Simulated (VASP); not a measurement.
Input of a VASP 6.6.1 run:

The input INCAR:

```
ALGO = Normal
EDIFF = 1E-6
EDIFFG = -0.005
ENCUT = 600
IBRION = 2
ISIF = 3
ISMEAR = 0
LASPH = T
LCHARG = F
LMIXTAU = T
LREAL = F
LWAVE = F
METAGGA = R2SCAN
NELM = 80
NSW = 60
PREC = Accurate
SIGMA = 0.03
```

Contents of KPOINTS:

```
k-points
0
Gamma
  10 10 10
```

POSCAR

```
SnSe
1.0
    0.0000000000      3.0000000000      3.0000000000
    3.0000000000      0.0000000000      3.0000000000
    3.0000000000      3.0000000000      0.0000000000
Se Sn
1 1
Direct
    0.5000000000      0.5000000000      0.5000000000
    0.0000000000      0.0000000000      0.0000000000
```

Potentials or basis: VASP PAW PBE potentials, release 64 (Se, Sn_d).

Launch:

```bash
$ cat potpaw_PBE.64/Se/POTCAR potpaw_PBE.64/Sn_d/POTCAR > POTCAR
$ mpirun -np 1 vasp_std > vasp.out
```

Problem. Predict the relaxed cell.

Solution. a = 4.257 Å, b = 4.257 Å, c = 4.257 Å, α = 60.00°, β = 60.00°, γ = 60.00°.

Problem. What does it give for the band gap on the k mesh?

Solution. 0.46 eV, direct.

Step by step:
| step | energy change (eV) | largest force (eV/Å) | pressure (GPa) | volume (Å³) |
| --- | --- | --- | --- | --- |
| 1 | 0.0000 | 0.0000 | 0.51 | 54.00 |
| 2 | -0.0008 | 0.0000 | -0.13 | 54.67 |
| 3 | -0.0009 | 0.0000 | -0.01 | 54.53 |

Caveat: the PAW data sets were made with another functional, which shifts forces and pressure a little; spin-orbit coupling is left out, which moves the levels of the heavy elements. A k mesh can miss the band edges.
